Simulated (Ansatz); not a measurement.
Runs of Ansatz 0.2.0 on As. It takes space group Pm-3m (No. 221, cubic). The conventional cell has a = 2.704 Å, b = 2.704 Å, c = 2.704 Å, α = 90.00°, β = 90.00°, γ = 90.00°. As (site symmetry m-3m) has 6 As at 2.70 Å as nearest neighbours. This isn't the form of As at room conditions, which is rhombohedral.

```tsv
task	level	cell	cutoff (eV)	screening (1/Å)	share of exact exchange	gap on the mesh (eV)	pressure (GPa)	relaxed volume (Å³/atom)
relaxation of cell and atoms	HF	relaxed	420	-	-	none	0.0	20.72
single point	r2SCAN0	as given	500	-	-	none	(b)	-
relaxation of cell and atoms	B3LYP	relaxed	420	-	-	none	0.0	21.16
single point	B3LYP	as given	420	-	-	none	(a)	-
single point	HSE06 form with a typed share of exact exchange	as given	420	0.2	0.3	none	-1.5	-
```

Alike in all rows: potentials or basis Ansatz PAW; no spin polarisation; k mesh 5 × 5 × 5; smearing fermi-dirac 0.05 eV; the mesh is coarse, so values aren't converged.

Task: Fill in the values left out.

Result: (a) 6.2; (b) -2.5.

Caveats: all runs use coarse meshes; the PAW data sets come from PBE, with cores solved anew for the run's functional, which leaves a small shift of forces and pressure; the thresholds are loose for stress (some runs); the plane-wave basis is chosen anew once the cell has moved, so the energies of steps on either side of that aren't comparable (some runs).

A k mesh can miss the band edges, and the runs leave out spin-orbit coupling on As.

A gap of «none» marks a metal or a gap under the smearing width.
